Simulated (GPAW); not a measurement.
LiCl:

```
Cl Li
1.0
     0.00000    2.56477    2.56477
     2.56477    0.00000    2.56477
     2.56477    2.56477    0.00000
Cl Li
1 1
Direct
  0.50000 0.50000 0.50000
  0.00000 0.00000 0.00000
```

```yaml
Program: GPAW 26.7.0
Task: relaxation of cell and atoms
Functional: PBEsol
Potentials_or_basis: PAW data sets generated in the run's folder for this functional
Cutoff: 800 eV
Basis: pw
k_mesh: 9 × 9 × 9
Occupations: fermi-dirac, width 0.05 eV
Spin: no spin polarisation
```

At the start: pressure -1.2 GPa; volume 16.87 Å³/atom.

Problem. How do energy, volume and symmetry change on relaxing?

Solution. Over 3 steps the energy falls by 2.1 meV/atom and the volume is 16.25 Å³/atom (-3.7 %); space group Fm-3m (No. 225, to 0.05 Å).

The path:
| step | energy change (eV) | largest force (eV/Å) | pressure (GPa) | volume (Å³) |
| --- | --- | --- | --- | --- |
| 1 | 0.0000 | 0.0000 | -1.17 | 33.74 |
| 2 | -0.0006 | 0.0000 | -1.09 | 33.65 |
| 3 | -0.0043 | 0.0000 | 0.05 | 32.50 |

Final structure:
```
Cl Li
1.0
     0.00000    2.53287    2.53287
     2.53287    0.00000    2.53287
     2.53287    2.53287    0.00000
Cl Li
1 1
Direct
  0.50000 0.50000 0.50000
  0.00000 0.00000 0.00000
```

Caveat: later steps reuse the first step's grids.
